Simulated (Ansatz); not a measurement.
LiF: rattling a relaxed structure

The structure comes from a generated guess, relaxed at this level; another structure or a mixture of phases may lie lower.

Computed with Ansatz 0.2.0, DFT PBE, scalar-relativistic, plane waves, PAW. Plane waves to 420 eV, a k mesh through Γ of 10×10×10 on the computed 4-atom cell and Gaussian smearing (0.02 eV); no spin polarisation.

The cell below (4 atoms, space group Fdd2 (No. 43)) is relaxed within its symmetry.

```
CELL_PARAMETERS angstrom
0.00000 2.74743 4.86278
1.41783 0.00000 4.86278
1.41783 2.74743 0.00000
ATOMIC_POSITIONS crystal
Li 0.81634 0.81634 0.18366
Li 0.06634 0.06634 0.43366
F 0.18366 0.18366 0.81634
F 0.43366 0.43366 0.06634
```

For the test a repeat of it with 8 atoms (edges 3.09, 5.06, 5.07 Å) was strained at random (σ = 1.5 % a component), the atoms were moved at random (σ = 0.10 Å), and all was relaxed again on a coarse 4×4×4 mesh (in the run’s order of axes) with 0.10 eV smearing, with no symmetry imposed.

Problem. Is the structure stable against such a distortion?

Solution. It doesn't return. The energy falls by 49 meV/atom on that mesh, the volume changes by -11.2 %, and the end has space group Fm-3m (No. 225) at a loose tolerance. Relaxed again on a 10×10×10 mesh with 0.02 eV smearing, the new structure lies 49 meV/atom below the first (mesh in the axes of the run's cell; the cell below is made exact in the group named). Space group Fm-3m (No. 225), cubic, a = 4.068 Å. Li is surrounded by 6 F at 2.03 Å; around F lie 6 Li at 2.03 Å.

```yaml
crystal:
  lattice:
    - [0.00000, 2.03401, 2.03401]
    - [2.03401, 0.00000, 2.03401]
    - [2.03401, 2.03401, 0.00000]
  atoms:
    - { symbol: Li, position: [0.50000, 0.50000, 0.50000] }
    - { symbol: F, position: [0.00000, 0.00000, 0.00000] }
```
